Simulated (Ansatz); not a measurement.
# BaTe: the cost of one run

Computed with Ansatz 0.2.0 (DFT PBEsol, scalar-relativistic, plane waves, PAW, unless a step's input says otherwise).

1 further run of the same task is left out (set aside as unsound or not needed).

## Step 1: The system as given

It takes space group Fm-3m (No. 225, cubic). Conventional cell: a = 6.820 Å, b = 6.820 Å, c = 6.820 Å, α = 90.00°, β = 90.00°, γ = 90.00°. Ba (site symmetry m-3m) has 6 Te at 3.41 Å as nearest neighbours. Te (site symmetry m-3m) has 6 Ba at 3.41 Å as nearest neighbours.

Coordinates:

```xyz
2
Lattice="0.0000 3.4100 3.4100 3.4100 0.0000 3.4100 3.4100 3.4100 0.0000" Properties=species:S:1:pos:R:3 pbc="T T T"
Ba    0.0000    0.0000    0.0000
Te    3.4100    3.4100    3.4100
```

The structure comes from the Crystallography Open Database.

## Step 2: Random moves and strain, cell strained

Against the listed cell: strain xx, yy, zz, yz, xz, xy = +3.5, +4.5, +4.1, +0.2, -0.1, +0.0 %; atoms moved by 0.15 Å root mean square, at most 0.15 Å.

The input, input.yaml:

```yaml
crystal:
  lattice:
    - [-0.0066836, 3.5700654, 3.555607]
    - [3.5256331, 0.0049445, 3.5439789]
    - [3.5291795, 3.5619837, 0.0013981]
  atoms:
    - { symbol: Ba, position: [-0.0057815249, 0.0358958944, -0.0061246334] }
    - { symbol: Te, position: [0.5057815249, 0.4641041056, 0.5061246334] }
basis:
  ecutwfc: 420
kpoints:
  mp_grid: { grid: [8, 8, 8] }
hamiltonian:
  xc: pbesol
scf:
  occupations: { method: gaussian, width: 0.02 }
output:
  forces: true
  stress: true
  eigenvalues: true
```

Q: Estimate wall time and peak memory on 1 thread of an x86-64 CPU, shared host.

About 30 s, with a peak of 0.73 GiB.
